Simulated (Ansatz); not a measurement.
```yaml
crystal:
  lattice:
    - [5.6826133206, 0.0, 0.0]
    - [0.0, 5.6826133206, 0.0]
    - [0.0, 0.0, 7.1605657976]
  atoms:
    - { symbol: Ba, position: [0.5, 0.0, 0.2368] }
    - { symbol: Ba, position: [0.0, 0.5, 0.7632] }
    - { symbol: Te, position: [0.0, 0.0, 0.0] }
    - { symbol: Te, position: [0.5, 0.5, 0.0] }
basis:
  ecutwfc: 420
  ecutrho_ratio: 4
kpoints:
  mp_grid: { grid: [6, 6, 4] }
hamiltonian:
  xc: pbesol
scf:
  occupations: { method: gaussian, width: 0.05 }
output:
  forces: true
  stress: true
  eigenvalues: true
relax:
  f_tol: 0.01
  max_steps: 60
  cell: { stress_tol: 0.04 }
```

Task: What does this Ansatz input ask for?

Result: It asks for a full relaxation of cell and atoms of BaTe with PBEsol (scalar-relativistic), a cutoff of 420 eV (density cutoff 4 times that), a Γ-centred 6×6×4 mesh and Gaussian smearing of 0.05 eV, without spin polarisation. Stop at forces under 0.01 eV/Å and stress under 0.04 GPa, or after 60 steps. Forces, stress and eigenvalues are wanted.

Task: How large is the problem?

Result: 52 valence electrons, 2761 plane waves at Γ (in the final cell), 16 symmetry operations and 30 irreducible k-points; it took 144 SCF iterations in all.

This is a trial structure: the heavier alkaline earths' oxides and chalcogenides take the rock-salt structure.
